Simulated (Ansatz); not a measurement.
# Te: the cost of one run

Method: DFT PBEsol, scalar-relativistic, plane waves, PAW, in Ansatz 0.2.0.

### 1 The starting structure

The structure is trigonal, space group P3_221 (No. 154). Conventional cell: a = 4.618 Å, b = 4.618 Å, c = 5.885 Å, α = 90.00°, β = 90.00°, γ = 120.00°. Te (site symmetry 2) is surrounded by 2 Te at 2.83 Å.

Coordinates:

```
CELL_PARAMETERS angstrom
4.61821 0.00000 0.00000
-2.30910 3.99949 0.00000
0.00000 0.00000 5.88511
ATOMIC_POSITIONS crystal
Te 0.00000 0.25573 0.33333
Te 0.25573 0.00000 0.66667
Te 0.74427 0.74427 0.00000
```

The structure comes from the Materials Project (structure only).

(A quick probe on a coarse mesh, which set the mesh and smearing, is not shown.)

### 3 The relaxation

Contents of input.yaml:

```yaml
crystal:
  lattice:
    - [4.6182077007, 0.0, 0.0]
    - [-2.3091038503, 3.9994851887, 0.0]
    - [0.0, 0.0, 5.8851148648]
  atoms:
    - { symbol: Te, position: [0.0, 0.25572814, 0.33333333] }
    - { symbol: Te, position: [0.25572814, 0.0, 0.66666667] }
    - { symbol: Te, position: [0.74427186, 0.74427186, 0.0] }
basis:
  ecutwfc: 420
kpoints:
  mp_grid: { grid: [9, 9, 6] }
hamiltonian:
  xc: pbesol
scf:
  occupations: { method: gaussian, width: 0.02 }
output:
  forces: true
  stress: true
  eigenvalues: true
relax:
  adjacent_minimum: "off"
  f_tol: 0.005
  max_steps: 80
  cell: { stress_tol: 0.05 }
```

Q: Estimate wall time and peak memory on 2 threads of an Arm CPU, shared host.

About 2 min, with a peak of 0.5 GiB.
